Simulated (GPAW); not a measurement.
# InP (F-43m) in GPAW: settings compared

The runs below take InP through band structure, equation of state, G0W0 quasiparticle levels, with optPBE-vdW, LDA, PBE.

All numbers are computed with GPAW 26.7.0; they aren't measurements. Logs are shortened: lines on timing, memory, paths and dates and some standing lists are left out, and cuts for length are marked. The log counts tension as positive stress, the text compression.

**What was measured.**

A printed reference work, data compilation reports, for a bulk crystal of InP at 1.6 K: band gap 1.4236 eV (direct).

How close the calculation comes is told below.

### 1 Starting point

Symmetry: F-43m, No. 216, cubic system. Conventional cell: a = 5.861 Å, b = 5.861 Å, c = 5.861 Å, α = 90.00°, β = 90.00°, γ = 90.00°. Around In (site symmetry -43m) lie 4 P at 2.54 Å. Around P (site symmetry -43m) lie 4 In at 2.54 Å.

### 2 Band structure, optPBE-vdW, spin-orbit coupling, no magnetisation

The input, run.py:

```python
import numpy as np
from ase import Atoms
from ase.dft.bandgap import bandgap
from ase.io import write
from gpaw import GPAW, PW
from gpaw.spinorbit import soc_eigenstates

atoms = Atoms(['In', 'P'],
              cell=[[0.0, 2.9305, 2.9305],
                    [2.9305, 0.0, 2.9305],
                    [2.9305, 2.9305, 0.0]],
              scaled_positions=[[0.0, 0.0, 0.0],
                                [0.75, 0.75, 0.75]],
              pbc=True)

calc = GPAW(mode=PW(600),
            xc={'name': 'optPBE-vdW', 'backend': 'libvdwxc'},
            kpts={'size': (6, 6, 6), 'gamma': True},
            occupations={'name': 'fermi-dirac', 'width': 0.05},
            nbands=18,
            convergence={'density': 1e-05, 'energy': 1e-05},
            maxiter=150,
            txt='gpaw.txt')
atoms.calc = calc
energy = atoms.get_potential_energy()
forces = atoms.get_forces()
calc.write('gs.gpw')
write('result.traj', atoms)
print(f'Energy: {energy:.6f} eV')
print('Forces (eV/A):')
print(forces.round(4))
print('Fermi level:', round(calc.get_fermi_level(), 4), 'eV')
print(f'Gap: {bandgap(calc)[0]:.4f} eV, direct: {bandgap(calc, direct=True)[0]:.4f} eV')

path = atoms.cell.bandpath('GXWKGLUWLK,UX', npoints=60, eps=1e-4)
bs_calc = calc.fixed_density(kpts=path, symmetry='off', nbands=30,
                             convergence={'bands': 'CBM+6.0', 'eigenstates': 1e-6}, txt='bands.txt')
bs = bs_calc.band_structure()
bs.write('bs.json')
print(f'Gap on the path: {bandgap(bs_calc)[0]:.4f} eV')

soc = soc_eigenstates(bs_calc, theta=54.7, phi=45)
np.savetxt('soc_bands.dat', soc.eigenvalues(), fmt='%.4f')
mesh = soc_eigenstates('gs.gpw', theta=54.7, phi=45)
np.savetxt('soc_mesh.dat', mesh.eigenvalues(), fmt='%.4f')
print('Fermi level with spin-orbit coupling:', round(mesh.fermi_level, 4), 'eV')
```

Potentials or basis: GPAW PAW data sets (gpaw-data 1.2.1), pw.

Run with:

```
$ OMP_NUM_THREADS=1 python run.py
```

gpaw.txt:

```text
__  _  _
 | _ |_)|_||  |
 |__||  | ||/\| - 26.7.0

Input parameters:
  mode=PW(ecut=600.0),
  convergence={'density': 1e-05, 'energy': 1e-05},
  kpts=MonkhorstPack(size=(6, 6, 6), gamma=True),
  maxiter=150,
  nbands=18,
  occupations=Occupations(name='fermi-dirac', width=0.05),
  xc=XC(name='optPBE-vdW', backend='libvdwxc')

Diagonalizing LCAO Hamiltonian
Converting LCAO to pw mode

                     P

       In

Atoms  # Å, Bohr magnetons
|   | symbol |        x |        y |        z |    initial magnetic moments |
|---|--------|----------|----------|----------|-----------------------------|
| 0 |     In | 0.000000 | 0.000000 | 0.000000 | ( 0.0000,  0.0000,  0.0000) |
| 1 |      P | 4.395750 | 4.395750 | 4.395750 | ( 0.0000,  0.0000,  0.0000) |

Unit cell  # Å
| periodic |        x |        y |        z |  lengths |    angles |
|----------|----------|----------|----------|----------|-----------|
|      yes | 0.000000 | 2.930500 | 2.930500 | 4.144353 | 60.000000 |
|      yes | 2.930500 | 0.000000 | 2.930500 | 4.144353 | 60.000000 |
|      yes | 2.930500 | 2.930500 | 0.000000 | 4.144353 | 60.000000 |

Number of symmetries: 24
Symmetry operations  # r_c * U_cc + t_c -> r_c
|    | kind |            matrix            |
|----|------|------------------------------|
|  0 |  E   |  1, 0, 0,  0, 1, 0,  0, 0, 1 |
|  1 |  σ   |  1, 0, 0,  0, 0, 1,  0, 1, 0 |
|  2 |  σ   |  1, 0,-1,  0, 1,-1,  0, 0,-1 |
|  3 |  C3  |  1, 0,-1,  0, 0,-1,  0, 1,-1 |
|  4 |  C3  |  1,-1, 0,  0,-1, 1,  0,-1, 0 |
|  5 |  σ   |  1,-1, 0,  0,-1, 0,  0,-1, 1 |
|  6 |  σ   |  0, 1, 0,  1, 0, 0,  0, 0, 1 |
|  7 |  C3  |  0, 1, 0,  0, 0, 1,  1, 0, 0 |
|  8 |  C2  |  0, 1,-1,  1, 0,-1,  0, 0,-1 |
|  9 |  S4  |  0, 1,-1,  0, 0,-1,  1, 0,-1 |
| 10 |  C3  |  0, 0, 1,  1, 0, 0,  0, 1, 0 |
| 11 |  σ   |  0, 0, 1,  0, 1, 0,  1, 0, 0 |
| 12 |  S4  |  0, 0,-1,  1, 0,-1,  0, 1,-1 |
| 13 |  C3  |  0, 0,-1,  0, 1,-1,  1, 0,-1 |
| 14 |  S4  |  0,-1, 1,  1,-1, 0,  0,-1, 0 |
| 15 |  C2  |  0,-1, 1,  0,-1, 0,  1,-1, 0 |
| 16 |  C3  |  0,-1, 0,  1,-1, 0,  0,-1, 1 |
| 17 |  S4  |  0,-1, 0,  0,-1, 1,  1,-1, 0 |
| 18 |  S4  | -1, 1, 0, -1, 0, 1, -1, 0, 0 |
| 19 |  C3  | -1, 1, 0, -1, 0, 0, -1, 0, 1 |
| 20 |  C3  | -1, 0, 1, -1, 1, 0, -1, 0, 0 |
| 21 |  S4  | -1, 0, 1, -1, 0, 0, -1, 1, 0 |
| 22 |  σ   | -1, 0, 0, -1, 1, 0, -1, 0, 1 |
| 23 |  C2  | -1, 0, 0, -1, 0, 1, -1, 1, 0 |

BZ-sampling:
  Number of BZ points: 216
  Number of IBZ points: 16

  Monkhorst-Pack size: [6, 6, 6]
  Monkhorst-Pack shift: [0.08333333333333333, 0.08333333333333333, 0.08333333333333333]

K-points  # in reciprocal-cell coordinates
|     |                                coordinates |     weight |
|-----|--------------------------------------------|------------|
|   0 | (  0.00000000,   0.00000000,   0.00000000) | 0.00462963 |
|   1 | (  0.16666667,   0.16666667,   0.00000000) | 0.02777778 |
|   2 | (  0.16666667,   0.16666667,   0.16666667) | 0.03703704 |
|   3 | (  0.33333333,   0.16666667,   0.16666667) | 0.05555556 |
|   4 | (  0.33333333,   0.33333333,  -0.33333333) | 0.05555556 |
|   5 | (  0.33333333,   0.33333333,   0.00000000) | 0.02777778 |
|   6 | (  0.33333333,   0.33333333,   0.16666667) | 0.11111111 |
|   7 | (  0.33333333,   0.33333333,   0.33333333) | 0.03703704 |
|   8 | (  0.50000000,   0.33333333,  -0.33333333) | 0.11111111 |
|   9 | (  0.50000000,   0.33333333,  -0.16666667) | 0.05555556 |
| ... |                                            |            |
|  15 | (  0.50000000,   0.50000000,   0.50000000) | 0.01851852 |

Plane wave coefficients: 1694
Cutoff: 600.0 eV

Spin-components: 1 (collinear spins)
Bands:           18
Projectors:      11
Spin-degeneracy: 2
Datatype:        complex128

Parallelization:
  kpt:    1
  domain: 1
  band:   1

Density:
  Valence electrons: 18.0
  Components: 1
  Grid points: [24 24 24]
  Charge: 0.0  # |e|

Potential:
  Grid points: [24 24 24]

species:
  In:
    name:    Indium
    Z:       49.0
    valence: 13
    core:    36
    charge:  0.0  # [|e|]
    compensation charges:
      type: gauss
      rc: 0.36  # [Å]
      lmax: 2
    cutoffs:
      filter: 2.09  # [Å]
      core: 2.48  # [Å]
    projectors
    | kind |    occ | energy [eV] | rcut [Å] |
    |------|--------|-------------|----------|
    |   5s |  2.000 |      -8.203 |    1.185 |
    |   5p |  1.000 |      -2.521 |    1.244 |
    |   4d | 10.000 |     -18.629 |    1.148 |
    |    s |        |      19.008 |    1.185 |
    |    p |        |      24.691 |    1.244 |
    |    d |        |       8.583 |    1.148 |

    Using partial waves for In as LCAO basis

  P:
    name:    Phosphorus
    Z:       15.0
    valence: 5
    core:    10
    charge:  0.0  # [|e|]
    compensation charges:
      type: gauss
      rc: 0.30  # [Å]
      lmax: 2
    cutoffs:
      filter: 1.69  # [Å]
      core: 1.81  # [Å]
    projectors
    | kind |    occ | energy [eV] | rcut [Å] |
    |------|--------|-------------|----------|
    |   3s |  2.000 |     -13.968 |    0.953 |
    |   3p |  3.000 |      -5.506 |    0.953 |
    |    s |        |      13.244 |    0.953 |
    |    p |        |      21.705 |    0.953 |
    |    d |        |       0.000 |    0.953 |

    Using partial waves for P as LCAO basis

Reference energy: -169278.333319  # eV

eigensolver:
  PPCG
  Converge bands: occupied
  niter=2

density mixing:
  MSR1-Mixer
  Pratt-step length: 0.05
  Maximum mixing coefficient: 0.75
  Old densities: 10
  SVD Regularization: 0.005
  Good broyden scale: 1.0
  Trust region scale: 1.0
  Backstep threshold: 4.0
  History deletion threshold: 6.0
  Fourier metric: weight=20.0, sigma=0.015

occupation numbers:
  Fermi-Dirac:
    width: 0.0500  # eV

poisson solver:
  ecut: 4800.0  # eV

xc functional:
  name: vdW-optPBE with libvdwxc
  Mode: serial
  Semilocal: GGA_X_OPTPBE_VDW+LDA_C_PW with 2 nearest neighbor stencil
  Corresponding non-local functional: vdW-DF
  Local blocksize: 48 x 48 x 48
  PAW datasets: PBE

convergence criteria:
- Maximum integral of absolute [dens]ity change: 1e-05 electrons / valence electron
- Maximum [total energy] change in last 3 cyles: 1e-05 eV / valence electron
- Maximum integral of absolute [eigenst]ate change: 4e-08 eV^2 / valence electron
maximum number of iterations: 150

SCF iterations
|iter     | |      energy | eigst |  dens |
|---------|-|-------------|-------|-------|
|iter:   1| |  -38.137602 | -0.31 |       |
|iter:   2| |  -38.056422 | -2.21 | -1.10 |
|iter:   3| |  -37.769269 | -1.64 | -1.14 |
|iter:   4| |  -37.771027 | -3.14 | -1.76 |
|iter:   5| |  -37.771361 | -3.84 | -2.24 |
|iter:   6| |  -37.771417 | -5.52 | -3.02 |
|iter:   7| |  -37.771424c| -6.59 | -3.60 |
|iter:   8| |  -37.771424c| -7.91c| -4.62 |
|iter:   9| |  -37.771424c| -8.40c| -5.26c|

Converged in 9 steps
Energy contributions relative to reference atoms: (reference = -169278.333319)

Energy contributions:
  Kinetic:          28.517734
  Coulomb:         -25.877464
  Zero:             -0.020641
  External:          0.000000
  Xc:              -40.391049
  Entropy:          -0.000010
  Spinorbit:         0.000000
  ----------------------------
  Free energy:     -37.771429
  Extrapolated:    -37.771424

dipole moment: (-16.853367, -16.853367, -16.853367)  # |e|*Ang

Fermi level: 5.300
Eigenvalues  # (at kpt = [0.000, 0.000, 0.000])
| band index |      eig [eV] | occ [0-2] |
|------------|---------------|-----------|
|          0 |        -9.355 |     2.000 |
|          1 |        -9.355 |     2.000 |
|          2 |        -9.355 |     2.000 |
|          3 |        -9.204 |     2.000 |
|          4 |        -9.204 |     2.000 |
|          5 |        -6.575 |     2.000 |
[... 10 lines left out ...]
|         16 |        16.147 |     0.000 |
|         17 |        16.147 |     0.000 |

Gap: 0.721 eV
Transition (v -> c):
  (s=0, k=0, n=8, [0.00, 0.00, 0.00]) -> (s=0, k=0, n=9, [0.00, 0.00, 0.00])
No difference between direct/indirect transitions

Forces  # eV/Ang
|       x |        y |        z |
|---------|----------|----------|
| 0.00000 |  0.00000 | -0.00000 |  # In   0
| 0.00000 | -0.00000 |  0.00000 |  # P    1

# Writing to gs.gpw (mode='')
```

stdout:

```text
Energy: -37.771424 eV
Forces (eV/A):
[[ 0.  0. -0.]
 [ 0. -0.  0.]]
Fermi level: 5.3003 eV
Gap: 0.7211 eV, direct: 0.7211 eV
Gap on the path: 0.7211 eV
Fermi level with spin-orbit coupling: 5.3081 eV
```

bands.txt:

```text
Diagonalizing LCAO Hamiltonian
Converting LCAO to pw mode
convergence criteria:
- Maximum integral of absolute [eigenst]ate change: 1e-06 eV^2 / valence electron
maximum number of iterations: 150

SCF iterations
|iter     | |      energy | eigst |  dens |
[... 66 lines left out ...]
         [0.42857143, 0.42857143, 0.64285714],
         [0.41071429, 0.41071429, 0.67857143],
         [0.39285714, 0.39285714, 0.71428571],
         [0.375     , 0.375     , 0.75      ],
         [0.625     , 0.25      , 0.625     ],
         [0.59375   , 0.1875    , 0.59375   ],
         [0.5625    , 0.125     , 0.5625    ],
         [0.53125   , 0.0625    , 0.53125   ],
         [0.5       , 0.        , 0.5       ]])),
  maxiter=150,
  nbands=30,
  occupations=Occupations(name='fermi-dirac', width=0.05),
  symmetry=Symmetry(point_group=False, time_reversal=False),
  xc=XC(name='optPBE-vdW', backend='libvdwxc')
```

Run time: 40 s. Hardware: 1 thread of Arm Neoverse V1, shared host; peak memory 0.28 GiB.

What came out:

```
Free energy             : -37.7714 eV
Band gap on the k mesh  : 0.69 eV, direct
Band gap along the path : 0.69 eV, direct
```

Levels at the corners of the path, in eV from the valence-band top:
```csv
point,band 15,band 16,band 17,band 18,band 19,band 20,band 21,band 22
Γ,0.00,0.00,0.00,0.00,0.69,0.69,3.74,3.74
X,-2.40,-2.40,-2.29,-2.29,1.76,1.76,2.27,2.27
W,-3.06,-2.97,-2.91,-2.86,4.27,4.28,4.33,4.36
K,-3.37,-3.27,-1.97,-1.96,2.35,2.36,4.36,4.38
Γ,0.00,0.00,0.00,0.00,0.69,0.69,3.74,3.74
L,-1.06,-1.06,-0.94,-0.94,1.49,1.49,4.69,4.69
U,-3.37,-3.27,-1.97,-1.96,2.35,2.36,4.36,4.38
W,-3.06,-2.97,-2.91,-2.86,4.27,4.28,4.33,4.36
L,-1.06,-1.06,-0.94,-0.94,1.49,1.49,4.69,4.69
K,-3.37,-3.27,-1.97,-1.96,2.35,2.36,4.36,4.38
U,-3.37,-3.27,-1.97,-1.96,2.35,2.36,4.36,4.38
X,-2.40,-2.40,-2.29,-2.29,1.76,1.76,2.27,2.27
```

Caveat: spin-orbit coupling was added after a scalar SCF, so levels and gaps hold it while energy, forces, pressure and moments don't; this program's spin-orbit splittings come out too wide for heavy elements; the PAW data sets were made with another functional, which shifts forces and pressure a little.

### 3 Equation of state, LDA

The input, run.py:

```python
from ase.eos import EquationOfState
from ase.io import Trajectory, read
from ase.units import GPa
from gpaw import GPAW, PW

atoms = read('POSCAR')

traj = Trajectory('eos.traj', 'w')
volumes, energies = [], []
for x in [0.94, 0.96, 0.98, 1.0, 1.02, 1.04, 1.06]:
    a = atoms.copy()
    a.set_cell(atoms.cell * x**(1 / 3), scale_atoms=True)
    calc = GPAW(mode=PW(800),
                xc='LDA',
                kpts={'size': (6, 6, 6), 'gamma': True},
                occupations={'name': 'fermi-dirac', 'width': 0.05},
                setups='hgh',
                nbands=-9,
                convergence={'density': 1e-05, 'energy': 1e-05},
                maxiter=150,
                txt=f'eos-{x:.2f}.txt')
    a.calc = calc
    energies.append(a.get_potential_energy(force_consistent=True))
    volumes.append(a.get_volume())
    p = -a.get_stress()[:3].mean() / GPa
    calc.write(f'eos-{x:.2f}.gpw')
    traj.write(a)
    print(f'{x:.2f} {volumes[-1]:10.4f} A^3 {energies[-1]:14.6f} eV {p:9.3f} GPa', flush=True)

v0, e0, B = EquationOfState(volumes, energies, eos='birchmurnaghan').fit()
print(f'V0 = {v0:.4f} A^3, E0 = {e0:.6f} eV, B0 = {B / GPa:.2f} GPa')
```

The input, POSCAR:

```
InP
1.0
    0.0000000000      2.9305000000      2.9305000000
    2.9305000000      0.0000000000      2.9305000000
    2.9305000000      2.9305000000      0.0000000000
In P
1 1
Direct
    0.0000000000      0.0000000000      0.0000000000
    0.7500000000      0.7500000000      0.7500000000
```

Potentials or basis: HGH pseudopotentials, pw.

Run with:

```
$ OMP_NUM_THREADS=1 python run.py
```

It took 71 s on 1 thread of Arm Neoverse V1, shared host; peak memory 0.19 GiB.

The run converged. Its results:

- Equilibrium volume: 23.46 Å³/atom (rough: see the caveat)
- Bulk modulus: 75 GPa (rough)

Energy against volume, from the lowest point:
```tsv
volume (Å³/atom)	energy (meV/atom)
23.657	0.00
24.160	4.22
24.663	12.69
25.167	24.95
25.670	40.57
26.173	59.16
26.677	80.38
```

Caveat: the minimum lies outside the volumes run; HGH potentials are hard and often keep d shells in the core, so these values are rough.

(Continued in part 2 of 3.)
